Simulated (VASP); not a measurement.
LiF: single point with PBEsol

LiF:

```xyz
2
Lattice="0.0000 2.0140 2.0140 2.0895 0.0000 2.0140 2.0895 2.0140 0.0000" Properties=species:S:1:pos:R:3 pbc="T T T"
Li    0.0000    0.0000    0.0000
F     2.0895    2.0140    2.0140
```

The cell isn't the ideal one: strain +0.0375 x Voigt [1, 0, 0, 0, 0, 0], atoms carried along.

| Property | Result |
| --- | --- |
| Program | VASP 6.6.1 |
| Task | single point |
| Functional | PBEsol |
| Potentials or basis | VASP PAW PBE potentials, release 64 (Li_sv, F) |
| Cutoff | 520 eV |
| k mesh | 10 × 10 × 10 |
| Occupations | gaussian, width 0.05 eV |
| Spin | no spin polarisation |

The band gap on the k mesh is 8.55 eV, direct.

Levels at points of the mesh, in eV from the valence-band top:
```tsv
k point	band 1	band 2	band 3	band 4	band 5	band 6	band 7	band 8	band 9	band 10
(0.00, 0.00, 0.00)	-40.34	-19.81	-0.08	-0.08	0.00	8.55	22.80	23.51	23.59	23.59
(0.50, 0.00, 0.00)	-40.28	-19.40	-2.49	-0.30	-0.23	10.34	16.08	18.11	18.74	29.31
(0.50, 0.50, 0.00)	-40.26	-19.14	-2.95	-1.16	-0.93	14.47	15.83	16.88	19.20	19.73
(0.00, 0.50, 0.50)	-40.27	-19.18	-2.97	-0.94	-0.94	13.83	16.30	16.81	19.97	19.97
```

It took 11 s on 1 thread of Intel(R) Xeon(R) Platinum 8259CL CPU @ 2.50GHz (Skylake/Cascade Lake), on a shared host, peak memory 0.14 GiB.

 A k mesh can miss the band edges.
